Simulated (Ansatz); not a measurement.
BN: strain energy, fitted

BN, R3m, a = 2.506 Å, c = 9.885 Å. This isn't the usual stable structure of the compound. Ansatz: PBE+D3(BJ), PAW, 420 eV, Γ-centred 12×12×4 mesh on 6 atoms, Gaussian smearing 0.02 eV; no spin polarisation. Series: shear of c along a, cell held, atoms relaxed; x is the strain in per cent (engineering shear). y is the free energy over the unstrained cell, V0 = 8.961 Å³/atom. Symmetry makes y even in x.

```
x (%) y (meV/atom)
  0.0          0.00
  2.0          0.05
  4.0          0.22
  6.0          0.50
  8.0          0.88
 12.0             ?
```

Problem. Fit y = c2 x² + c4 x⁴ to the other rows, turn c2 into a modulus, and predict the missing energy.

Solution. Least squares on the rows shown. y = 0.01389 x² − 1.984×10⁻⁶ x⁴. In eV per unit strain² c2 is 0.1389; this is the shear stiffness (E = ½ C V0 γ²): 2 × 0.1389 × 160.2 / (8.961) = 5.0 GPa. Energies this small carry numerical noise of a few hundredths of a meV. With a term in x⁶ added, the coefficient of x² becomes 0.01322, 5 % less, which shows how far this figure hangs on the form. At x = 12.0 the fit asked for gives 1.96 meV/atom. The run gave 1.91 meV/atom, so the fit is 0.05 meV/atom too high, a small miss on the scale of the series. The form still works here, 50 % of the fitted range beyond its end.